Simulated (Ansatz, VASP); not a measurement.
Two plane-wave programs on In

```
In
1.0
     3.26616    0.00000    0.00000
     1.63328    2.82847    0.00000
     0.00000    0.00000   25.66703
In
5
Direct
  0.33325 0.33325 0.29539
  0.66655 0.66655 0.39824
  0.99984 0.99984 0.50000
  0.33313 0.33313 0.60176
  0.66643 0.66643 0.70461
```

Alike in both runs: functional LDA; k mesh 12 × 12 × 1; occupations gaussian, width 0.1 eV; no spin polarisation.

Ansatz relaxed the structure, and its values are those at the end. VASP's run is a single point on that final structure, the one shown.

|  | VASP | Ansatz |
| --- | --- | --- |
| version | VASP 6.6.1 | Ansatz 0.2.0 |
| potentials or method | VASP PAW LDA potentials, release 64 (In_d) | scalar-relativistic, plane waves, PAW |
| plane-wave cutoff (eV) | 520 | 420 |
| valence electrons in the cell | 65 | 65 |

```tsv
	VASP	Ansatz	Ansatz less VASP
gap on the k mesh at the Fermi level (eV)	none	none	-
rms of the force components (eV/Å)	0.004	0.002	-0.0015
```

A gap of «none» marks a metal or a gap that the smearing closes. Ansatz warned: «xc_potential_rough_in_thin_density».
